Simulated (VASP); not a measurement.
# TiB₂: kinetic-energy density

TiB₂, P6/mmm (no. 191), 3 atoms in the cell. PBE; PAW potentials Ti_sv, B (PBE set).

## Input

INCAR:
```
  ALGO = Normal
  EDIFF = 1E-7
  ENCUT = 520
  ISIF = 2
  ISMEAR = 0
  LASPH = True
  LCHARG = True
  LREAL = False
  LTAU = True
  LWAVE = False
  NELM = 100
  PREC = Accurate
  SIGMA = 0.02
```

KPOINTS:
```
k-points
0
Gamma
  8 8 7
```

POSCAR:
```
TiB2
1.0
    3.0292000000      0.0000000000      0.0000000000
   -1.5146000000      2.6233641531      0.0000000000
    0.0000000000      0.0000000000      3.2284000000
Ti B
1 2
Direct
    0.0000000000      0.0000000000      0.0000000000
    0.6666666667      0.3333333333      0.5000000000
    0.3333333333      0.6666666667      0.5000000000
```

Commands:
```
cat potpaw_PBE.64/Ti_sv/POTCAR potpaw_PBE.64/B/POTCAR > POTCAR
mpirun -np 1 vasp_std > vasp.out
```

## Result

- Kinetic energy of the pseudo orbitals (eV): 360.48

VASP 6.6.1 took 8.2 s on 1 core (Intel Xeon Platinum 8488C (Sapphire Rapids)), a shared host.
